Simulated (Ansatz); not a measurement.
**Zr (P6_3/mmc): equation of state with a fit from a Python script**

Aim: an equation of state with a fit, for Zr (P6_3/mmc), run from a script.

All numbers are computed with Ansatz 0.2.0, driven from Python. Level of theory: DFT PBE, plane waves, PAW.

## (1) The system

The structure is hexagonal, space group P6_3/mmc (No. 194). Conventional cell: a = 3.232 Å, b = 3.232 Å, c = 5.147 Å, α = 90.00°, β = 90.00°, γ = 120.00°. Around Zr (site symmetry -6m2) lie 12 Zr at 3.18 to 3.23 Å.

The script holds or builds the structure itself.

## (2) The code

zr.py

```python
"""Bulk modulus of Zr from an E(V) curve."""

import warnings

import ansatz as az
import numpy as np
from pymatgen.analysis.eos import EOS

SIGMA = 0.15
MESH = (10, 10, 5)

VECTORS = np.array([
    [3.232, 0.0, 0.0],
    [-1.616, 2.798994, 0.0],
    [0.0, 0.0, 5.147],
])
SITES = [
    ("Zr", (1 / 3, 2 / 3, 0.25)),
    ("Zr", (2 / 3, 1 / 3, 0.75)),
]


def crystal_on(cell):
    crystal = az.Crystal(lattice=az.Lattice.of(cell))
    for symbol, position in SITES:
        crystal = crystal.atom(symbol, position)
    return crystal


def main() -> None:
    warnings.simplefilter("ignore", az.DeckWarning)

    # uniform scaling of the cell
    volumes, energies = [], []
    for scale in np.linspace(0.9, 1.1, 9):
        cell = VECTORS * scale ** (1 / 3)
        job = crystal_on(cell).calculation()
        job = job.functional(az.Functional.PBE)
        job = job.occupations(az.OccupationsMethod.FERMI_DIRAC, width=SIGMA)
        job = job.basis(21 * az.Ha).kpoints(*MESH)
        data = job.run().report
        volumes.append(abs(np.linalg.det(cell)) / len(SITES))
        energies.append(data["free_energy_ev"] / len(SITES))
        print(f"V = {volumes[-1]:8.4f} A^3/atom  F = {energies[-1]:.5f} eV/atom")

    for form in ["birch_murnaghan", "vinet"]:
        fit = EOS(eos_name=form).fit(volumes, energies)
        print(f"{form:18s} V0 {fit.v0:8.4f} A^3/atom  B0 {fit.b0_GPa:7.1f} GPa  B1 {fit.b1:5.2f}")


if __name__ == "__main__":
    main()
```

## (3) The calls as engine input

The package turns the script's settings into the engine's input (first run):

```yaml
crystal:
  lattice:
    - [3.1204616910453953, 0.0, 0.0]
    - [-1.5602308455226976, 2.70239899457485, 0.0]
    - [0.0, 0.0, 4.969373862565177]
  atoms:
    - { symbol: Zr, position: [0.3333333333333333, 0.6666666666666666, 0.25] }
    - { symbol: Zr, position: [0.6666666666666666, 0.3333333333333333, 0.75] }
basis:
  ecutwfc: 571.4391111657479
kpoints:
  mp_grid:
    grid: [10, 10, 5]
hamiltonian:
  xc: pbe
scf:
  occupations:
    method: fermi_dirac
    width: 0.15
```

## (4) Running it

Command:

```sh
> python zr.py
```

Output:

```text
V =  20.9527 A^3/atom  F = -4183.78617 eV/atom
V =  21.5347 A^3/atom  F = -4183.82490 eV/atom
V =  22.1167 A^3/atom  F = -4183.85181 eV/atom
V =  22.6988 A^3/atom  F = -4183.86809 eV/atom
V =  23.2808 A^3/atom  F = -4183.87482 eV/atom
V =  23.8628 A^3/atom  F = -4183.87297 eV/atom
V =  24.4448 A^3/atom  F = -4183.86343 eV/atom
V =  25.0268 A^3/atom  F = -4183.84697 eV/atom
V =  25.6089 A^3/atom  F = -4183.82430 eV/atom
birch_murnaghan    V0  23.4389 A^3/atom  B0    92.2 GPa  B1  3.31
vinet              V0  23.4388 A^3/atom  B0    92.2 GPa  B1  3.31
```

Wall time 25 s (1 thread of Arm Neoverse V1, shared host); peak memory 0.48 GiB.

## (5) What changed from run to run

The engine's inputs for some of the other runs:

Run 2, against run 1:

```diff
@@ -3,3 +3,3 @@
-    - [3.1204616910453953, 0.0, 0.0]
-    - [-1.5602308455226976, 2.70239899457485, 0.0]
-    - [0.0, 0.0, 4.969373862565177]
+    - [3.1490913791654473, 0.0, 0.0]
+    - [-1.5745456895827237, 2.7271930308588526, 0.0]
+    - [0.0, 0.0, 5.014966995224182]
```

Run 4, against run 1:

```diff
@@ -3,3 +3,3 @@
-    - [3.1204616910453953, 0.0, 0.0]
-    - [-1.5602308455226976, 2.70239899457485, 0.0]
-    - [0.0, 0.0, 4.969373862565177]
+    - [3.204839052012132, 0.0, 0.0]
+    - [-1.602419526006066, 2.7754719299342963, 0.0]
+    - [0.0, 0.0, 5.103745854178974]
```

Run 5, against run 1:

```diff
@@ -3,3 +3,3 @@
-    - [3.1204616910453953, 0.0, 0.0]
-    - [-1.5602308455226976, 2.70239899457485, 0.0]
-    - [0.0, 0.0, 4.969373862565177]
+    - [3.232, 0.0, 0.0]
+    - [-1.616, 2.798994, 0.0]
+    - [0.0, 0.0, 5.147]
```

Lines on the test bed's own set-up are left out of the output.

## (6) The engine's runs

From the records of these 9 runs:

```tsv
run	volume (Å³/atom)	energy from run 5 (meV/atom)	SCF cycles	CPU time (s)
1	20.953	88.65	6	3.3
2	21.535	49.92	6	2.4
3	22.117	23.01	6	2.3
4	22.699	6.73	6	2.4
5	23.281	0.00	6	2.6
6	23.863	1.84	6	2.4
7	24.445	11.39	6	2.2
8	25.027	27.85	6	2.7
9	25.609	50.52	6	2.3
```

Energies are free energies F = E - TS of the smeared occupations. 

## (7) Outcome

| quantity | value |
| --- | --- |
| runs compared | 9 |
| range of energy | 88.65 meV/atom |
| lowest point, volume (Å³/atom) | 23.281 |
| equilibrium volume (fit) | 23.44 Å³/atom |
| bulk modulus (fit) | 92 GPa |

What this shows: A third-order Birch-Murnaghan fit through the 9 points has its minimum at 23.44 Å³ an atom, 0.7 % above the typed cell, with a bulk modulus of 92 GPa and dB/dP = 3.3. From that minimum the energy rises by 89.0 meV an atom on the compressed side and 50.8 meV on the expanded side. Spin is left out of this run. Shape and fractional positions are held along the curve, so the bulk modulus is an upper value where they are free to relax, by a factor of two or more in layered or hydrogen-bonded cells. The mesh is modest for a metal, so energies can be off by several to tens of meV an atom and pressures by half a GPa or more; differences at equal mesh fare better. The smearing is wide enough that free energy and stress hold a thermal part of the electrons.
